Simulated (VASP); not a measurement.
# BN (F-43m) in VASP: further runs, part 2 of 2

VASP 6.6.1. Earlier steps stand in the parts before.

### 4 Dielectric tensor, LDA

INCAR

```
ALGO = Normal
EDIFF = 1E-4
ENCUT = 400
ISIF = 2
ISMEAR = 0
LASPH = True
LCHARG = False
LEPSILON = True
LREAL = False
LWAVE = False
NELM = 100
PREC = Accurate
SIGMA = 0.01
```

KPOINTS

```
k-points
0
Gamma
  8 8 8
```

POSCAR

```
BN
1.0
    0.0000000000      1.8130010000      1.8130010000
    1.8130010000      0.0000000000      1.8130010000
    1.8130010000      1.8130010000      0.0000000000
N B
1 1
Direct
    0.2500000000      0.2500000000      0.2500000000
    0.0000000000      0.0000000000      0.0000000000
```

Potentials or basis: VASP PAW LDA potentials, release 64 (N, B).

On the command line:

```
$ cat potpaw_LDA.64/N/POTCAR potpaw_LDA.64/B/POTCAR > POTCAR
$ mpirun -np 1 vasp_std > vasp.out
```

OUTCAR:

```text
EDIFF = 1E-4
   ENCUT = 400
   ISIF = 2
   ISMEAR = 0
   LASPH = True
   LEPSILON = True
   LREAL = False
   NELM = 100
   PREC = Accurate

 Found     29 irreducible k-points:

 Following reciprocal coordinates:
            Coordinates               Weight
  0.000000  0.000000  0.000000      1.000000
  0.125000  0.000000  0.000000      8.000000
  0.250000  0.000000  0.000000      8.000000
  0.375000  0.000000  0.000000      8.000000
  0.500000  0.000000  0.000000      4.000000
  0.125000  0.125000  0.000000      6.000000
   k-points           NKPTS =     29   k-points in BZ     NKDIM =     29   number of bands    NBANDS=      8
   number of dos      NEDOS =    301   number of ions     NIONS =      2
   total plane-waves  NPLWV =   5832
   dimension x,y,z NGX =    18 NGY =   18 NGZ =   18
   dimension x,y,z NGXF=    36 NGYF=   36 NGZF=   36
   ions per type =               1   1
   NGX,Y,Z   is equivalent  to a cutoff of  11.67, 11.67, 11.67 a.u.
   NGXF,Y,Z  is equivalent  to a cutoff of  23.34, 23.34, 23.34 a.u.
 SYSTEM =  unknown system
   PREC   = accura    normal or accurate (medium, high low for compatibility)
   ISTART =      0    job   : 0-new  1-cont  2-samecut
   ICHARG =      2    charge: 1-file 2-atom 10-const
   ISPIN  =      1    spin polarized calculation?
   LNONCOLLINEAR =      F non collinear calculations
   LSORBIT =      F    spin-orbit coupling
[... 178 lines left out ...]
  free energy    TOTEN  =        -0.12635604 eV

  energy without entropy =       -0.12635604

------------------------ aborting loop because EDIFF is reached ----------------------------------------

 PIEZOELECTRIC TENSOR FIELD DIRECTION 3  (e Angst)
 -----------------------------------------------------------------------------
    -0.00026 -0.75813  0.00000           ( -0.00000 -0.01090  0.00000)
    -0.75813 -0.00026  0.00000           ( -0.01090 -0.00000  0.00000)
     0.00000  0.00000  0.00015           (  0.00000  0.00000 -0.00000)

 PIEZOELECTRIC TENSOR FIELD DIRECTION 3  (C/m^2)
 -----------------------------------------------------------------------------
    -0.00034 -1.01913  0.00000
    -1.01913 -0.00034  0.00000
     0.00000  0.00000  0.00020

 MACROSCOPIC STATIC DIELECTRIC TENSOR (including local field effects in DFT)
 ------------------------------------------------------
           4.613411    -0.000000     0.000000
          -0.000000     4.613411    -0.000000
          -0.000000     0.000000     4.613411
 ------------------------------------------------------

 PIEZOELECTRIC TENSOR (including local field effects)  for field in x, y, z        (e  Angst)
          XX          YY          ZZ          XY          YZ          ZX
  --------------------------------------------------------------------------------
  x     0.00000    -0.00000     0.00000     0.00000    -0.75888     0.00000
  y     0.00000     0.00000     0.00000     0.00000     0.00000    -0.75888
  z     0.00000     0.00000    -0.00000    -0.75888     0.00000     0.00000

 PIEZOELECTRIC TENSOR (including local field effects)  for field in x, y, z        (C/m^2)
          XX          YY          ZZ          XY          YZ          ZX
  --------------------------------------------------------------------------------
  x     0.00000    -0.00000     0.00000     0.00000    -1.02014     0.00000
  y     0.00000     0.00000     0.00000     0.00000     0.00000    -1.02014
  z     0.00000     0.00000    -0.00000    -1.02014     0.00000     0.00000

 BORN EFFECTIVE CHARGES (including local field effects) (in |e|, cummulative output)
 ---------------------------------------------------------------------------------
 ion    1
    1    -1.88766     0.00000     0.00000
    2     0.00000    -1.88766     0.00000
    3    -0.00000     0.00000    -1.88766
 ion    2
    1     1.88766     0.00000     0.00000
    2     0.00000     1.88766     0.00000
    3     0.00000    -0.00000     1.88766
```

OSZICAR:

```text
N       E                     dE             d eps       ncg     rms          rms(c)
DAV:   1    -0.289017814167E+01   -0.28902E+01   -0.44742E+03   528   0.803E+02
DAV:   2    -0.204149511471E+02   -0.17525E+02   -0.16692E+02   616   0.122E+02
DAV:   3    -0.204950752683E+02   -0.80124E-01   -0.80124E-01   608   0.954E+00
[... 74 lines left out ...]
RMM:   1    -0.123794665745E+00   -0.12379E+00   -0.38052E-01  3170   0.232E+00
RMM:   2    -0.124197955030E+00   -0.40329E-03   -0.64312E-04  2378   0.174E-01    0.594E-01
RMM:   3    -0.121818268940E+00    0.23797E-02   -0.11604E-03  2365   0.310E-01    0.348E-01
RMM:   4    -0.125876044813E+00   -0.40578E-02   -0.17376E-03  2393   0.378E-01    0.367E-02
RMM:   5    -0.126340002412E+00   -0.46396E-03   -0.19335E-05  2361   0.426E-02    0.404E-03
RMM:   6    -0.126356043265E+00   -0.16041E-04   -0.49272E-08  1207   0.350E-03    0.199E-03
```

stdout:

```text
POSCAR found type information on POSCAR N B
 POSCAR found :  2 types and       2 ions
 scaLAPACK will be used
 LDA part: xc-table for (Slater(with rela. corr.)+CA(PZ))
 , standard interpolation
 POSCAR, INCAR and KPOINTS ok, starting setup
 FFT: planning ... GRIDC
 FFT: planning ... GRID_SOFT
 FFT: planning ... GRID
 WAVECAR not read
 entering main loop
 Linear response reoptimize wavefunctions to high precision
 Linear response G [H, r] |phi>, progress :
  Direction:   1
 Linear response G [H, r] |phi>, progress :
  Direction:   2
 Linear response G [H, r] |phi>, progress :
  Direction:   3
 Linear response to external field (no local field effect), progress :
  Direction:   1
 dielectric tensor                  component  1 :     5.463     1.906     0.496
 Linear response to external field (no local field effect), progress :
  Direction:   2
 dielectric tensor                  component  2 :     1.906     5.457    -0.612
 Linear response to external field (no local field effect), progress :
  Direction:   3
 dielectric tensor                  component  3 :     0.495    -0.612     3.395
 Linear response to external field, progress :
  Direction:   1
 dielectric tensor                  component  1 :     4.613     0.763     0.478
 Linear response to external field, progress :
  Direction:   2
 dielectric tensor                  component  2 :     0.712     4.613     0.383
 Linear response to external field, progress :
  Direction:   3
 dielectric tensor                  component  3 :     0.553     0.688     4.613
 Born effective charges drift removed
```

Run time: 24 s. Hardware: 1 thread of AMD EPYC 7R43 (Zen 3), shared host; peak memory 0.09 GiB.

These settings aren't checked as converged: the numbers below hold their error.

Results:

```yaml
Band_gap_on_the_k_mesh: 4.30 eV, indirect (least direct gap 8.61 eV)
Electronic_dielectric_tensor_diagonal: 4.61
Born_charges_mean_of_the_diagonal: N -1.89; B +1.89 e
```

Caveat: the cutoff is under 1.25 times the usual one of these potentials, so pressure, stress and relaxed cells hold a basis-set (Pulay) error.

### 5 Dielectric tensor, LDA

INCAR: that of step 4 with these lines changed.

```diff
@@ -1,3 +1,3 @@
 ALGO = Normal
-EDIFF = 1E-4
+EDIFF = 1E-6
 ENCUT = 400
```

KPOINTS is that of step 4.

POSCAR is that of step 4.

Potentials or basis: VASP PAW LDA potentials, release 64 (N, B).

On the command line:

```
$ cat potpaw_LDA.64/N/POTCAR potpaw_LDA.64/B/POTCAR > POTCAR
$ mpirun -np 1 vasp_std > vasp.out
```

OUTCAR:

```text
EDIFF = 1E-6
   ENCUT = 400
   ISIF = 2
   ISMEAR = 0
   LASPH = True
   LEPSILON = True
   LREAL = False
   NELM = 100
   PREC = Accurate

 Found     29 irreducible k-points:

 Following reciprocal coordinates:
            Coordinates               Weight
  0.000000  0.000000  0.000000      1.000000
  0.125000  0.000000  0.000000      8.000000
  0.250000  0.000000  0.000000      8.000000
  0.375000  0.000000  0.000000      8.000000
  0.500000  0.000000  0.000000      4.000000
  0.125000  0.125000  0.000000      6.000000
   k-points           NKPTS =     29   k-points in BZ     NKDIM =     29   number of bands    NBANDS=      8
   number of dos      NEDOS =    301   number of ions     NIONS =      2
   total plane-waves  NPLWV =   5832
   dimension x,y,z NGX =    18 NGY =   18 NGZ =   18
   dimension x,y,z NGXF=    36 NGYF=   36 NGZF=   36
   ions per type =               1   1
   NGX,Y,Z   is equivalent  to a cutoff of  11.67, 11.67, 11.67 a.u.
   NGXF,Y,Z  is equivalent  to a cutoff of  23.34, 23.34, 23.34 a.u.
 SYSTEM =  unknown system
   PREC   = accura    normal or accurate (medium, high low for compatibility)
   ISTART =      0    job   : 0-new  1-cont  2-samecut
   ICHARG =      2    charge: 1-file 2-atom 10-const
   ISPIN  =      1    spin polarized calculation?
   LNONCOLLINEAR =      F non collinear calculations
   LSORBIT =      F    spin-orbit coupling
   LASPH  =      T    aspherical Exc in radial PAW
   ENCUT  =  400.0 eV  29.40 Ry    5.42 a.u.   4.18  4.18  4.18*2*pi/ulx,y,z
   NELM   =    100;   NELMIN=  2; NELMDL= -5     # of ELM steps
   EDIFF  = 0.1E-05   stopping-criterion for ELM
   LREAL  =      F    real-space projection
   EDIFFG = 0.1E-04   stopping-criterion for IOM
   NSW    =      0    number of steps for IOM
   IBRION =     -1    ionic relax: 0-MD 1-quasi-New 2-CG
   NFREE  =      0    steps in history (QN), initial steepest desc. (CG)
   ISIF   =      2    stress and relaxation
   ISYM   =      2    0-nonsym 1-usesym 2-fastsym
   POTIM  = 0.5000    time-step for ionic-motion
   TEBEG  =    0.0;   TEEND  =   0.0 temperature during run
   PSTRESS=    0.0 pullay stress
   NELECT =       8.0000    total number of electrons
   NUPDOWN=      -1.0000    fix difference up-down
[... 140 lines left out ...]
 ------------------------------------------------------

 Free energy of the ion-electron system (eV)
  ---------------------------------------------------
  ---------------------------------------------------
  free energy    TOTEN  =        -0.12637411 eV

  energy without entropy =       -0.12637411

------------------------ aborting loop because EDIFF is reached ----------------------------------------

--------------------------------------- Ionic step        2  -------------------------------------------

------------------------ aborting loop because EDIFF is reached ----------------------------------------

--------------------------------------- Ionic step        3  -------------------------------------------

 Free energy of the ion-electron system (eV)
  ---------------------------------------------------
  ---------------------------------------------------
  free energy    TOTEN  =        -0.12637407 eV

  energy without entropy =       -0.12637407

------------------------ aborting loop because EDIFF is reached ----------------------------------------

 PIEZOELECTRIC TENSOR FIELD DIRECTION 3  (e Angst)
 -----------------------------------------------------------------------------
    -0.00025 -0.75820  0.00000           ( -0.00000 -0.01090  0.00000)
    -0.75820 -0.00025  0.00000           ( -0.01090 -0.00000  0.00000)
     0.00000  0.00000  0.00015           (  0.00000  0.00000 -0.00000)

 PIEZOELECTRIC TENSOR FIELD DIRECTION 3  (C/m^2)
 -----------------------------------------------------------------------------
    -0.00034 -1.01922  0.00000
    -1.01922 -0.00034  0.00000
     0.00000  0.00000  0.00020

 MACROSCOPIC STATIC DIELECTRIC TENSOR (including local field effects in DFT)
 ------------------------------------------------------
           4.613778    -0.000000     0.000000
          -0.000000     4.613778     0.000000
          -0.000000     0.000000     4.613778
 ------------------------------------------------------

 PIEZOELECTRIC TENSOR (including local field effects)  for field in x, y, z        (e  Angst)
          XX          YY          ZZ          XY          YZ          ZX
  --------------------------------------------------------------------------------
  x     0.00000    -0.00000     0.00000     0.00000    -0.75895     0.00000
  y    -0.00000    -0.00000     0.00000    -0.00000     0.00000    -0.75895
  z    -0.00000    -0.00000     0.00000    -0.75895    -0.00000     0.00000

 PIEZOELECTRIC TENSOR (including local field effects)  for field in x, y, z        (C/m^2)
          XX          YY          ZZ          XY          YZ          ZX
  --------------------------------------------------------------------------------
  x     0.00000    -0.00000     0.00000     0.00000    -1.02023     0.00000
  y    -0.00000    -0.00000     0.00000    -0.00000     0.00000    -1.02023
  z    -0.00000    -0.00000     0.00000    -1.02023    -0.00000     0.00000

 BORN EFFECTIVE CHARGES (including local field effects) (in |e|, cummulative output)
 ---------------------------------------------------------------------------------
 ion    1
    1    -1.88826     0.00000     0.00000
    2     0.00000    -1.88826     0.00000
    3     0.00000     0.00000    -1.88826
 ion    2
    1     1.88826     0.00000     0.00000
    2     0.00000     1.88826     0.00000
    3     0.00000     0.00000     1.88826
```

OSZICAR:

```text
N       E                     dE             d eps       ncg     rms          rms(c)
DAV:   1    -0.289017814167E+01   -0.28902E+01   -0.44742E+03   528   0.803E+02
DAV:   2    -0.204149511471E+02   -0.17525E+02   -0.16692E+02   616   0.122E+02
[... 15 lines left out ...]
RMM:   2    -0.124206942130E+00   -0.40269E-03   -0.64361E-04  2399   0.174E-01    0.594E-01
RMM:   3    -0.121827217931E+00    0.23797E-02   -0.11604E-03  2368   0.310E-01    0.348E-01
RMM:   4    -0.125885458212E+00   -0.40582E-02   -0.17377E-03  2395   0.378E-01    0.367E-02
RMM:   5    -0.126349416028E+00   -0.46396E-03   -0.19339E-05  2422   0.426E-02    0.405E-03
RMM:   6    -0.126365311947E+00   -0.15896E-04   -0.12408E-07  2289   0.311E-03    0.208E-03
RMM:   7    -0.126373513850E+00   -0.82019E-05   -0.11695E-08  2067   0.116E-03    0.138E-04
RMM:   8    -0.126374068134E+00   -0.55428E-06    0.00000E+00  1002   0.116E-04    0.326E-05
```

Wall time 30 s (1 thread of AMD EPYC 7R43 (Zen 3), shared host); peak memory 0.09 GiB.

These settings aren't checked as converged: the numbers below hold their error.

Results:

```yaml
Band_gap_on_the_k_mesh: 4.30 eV, indirect (least direct gap 8.61 eV)
Electronic_dielectric_tensor_diagonal: 4.61
Born_charges_mean_of_the_diagonal: N -1.89; B +1.89 e
```

Caveat: the cutoff is under 1.25 times the usual one of these potentials, so pressure, stress and relaxed cells hold a basis-set (Pulay) error.

### 6 The reference run

An earlier run on the cell as given: functional PBEsol; potentials or basis VASP PAW PBE potentials, release 64 (N, B); cutoff 520 eV; k mesh 13 × 13 × 13; occupations fermi-dirac, width 0.05 eV; no spin polarisation.

- Pressure: -5.7 GPa
- Band gap on the k mesh: 4.34 eV, indirect (least direct gap 8.72 eV)
